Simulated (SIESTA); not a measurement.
# Ti2O under changes of volume

One of the cells (11.596 Å³/atom); the others are scaled copies at fixed shape and fractional positions:

```
Ti O
1.0
     2.91940    0.00000    0.00000
    -1.45970    2.52827    0.00000
     0.00000    0.00000    4.71300
Ti O
2 1
Cartesian
  0.0000 1.6855 3.3993
  1.4597 0.8428 1.3137
  0.0000 0.0000 0.0000
```

```yaml
Program: SIESTA 5.4.2
Functional: LDA
Potentials_or_basis: PseudoDojo 0.4 standard (LDA files)
Basis: DZP (energy shift 0.003 Ry; two zetas on semicore shells)
Grid_cutoff: 800 Ry
Energy_shift: 0.003 Ry
k_mesh: 10 × 10 × 6
Occupations: fermi-dirac, width 0.05 eV
Spin: no spin polarisation
```

```csv
volume (Å³/atom),energy over the lowest point (meV/atom),pressure (GPa),largest force (eV/Å)
10.900,?,?,?
11.132,13.03,9.5,1.307
11.364,3.05,4.4,1.307
11.596,0.00,-0.1,1.300
11.828,3.18,-4.2,1.288
12.059,11.99,-7.9,1.280
12.291,25.91,-11.2,1.267
```

What does the run at 10.900 Å³/atom give?

Energy over the lowest point 30.68 meV/atom; pressure 15.0 GPa; largest force 1.308 eV/Å.

Worked out: A Birch-Murnaghan fit of order 3 (a polynomial in V^(-2/3)) to the other rows has its minimum at 11.59 Å³/atom with B0 = V·E''(V) = 216 GPa and B' = 4.1 at fixed shape and positions, which overstates the stiffness. It gives 30.68 meV/atom at 10.900 Å³/atom, against the run's 30.68, and -dE/dV = 15.0 GPa, against 15.0.

Energies are extrapolated to zero smearing.

Caveats: the basis of atomic orbitals isn't converged, which shifts pressures, moduli and gaps; forces of over 1 eV/Å show positions far from the minimum, so gaps and moduli don't describe the material at rest.
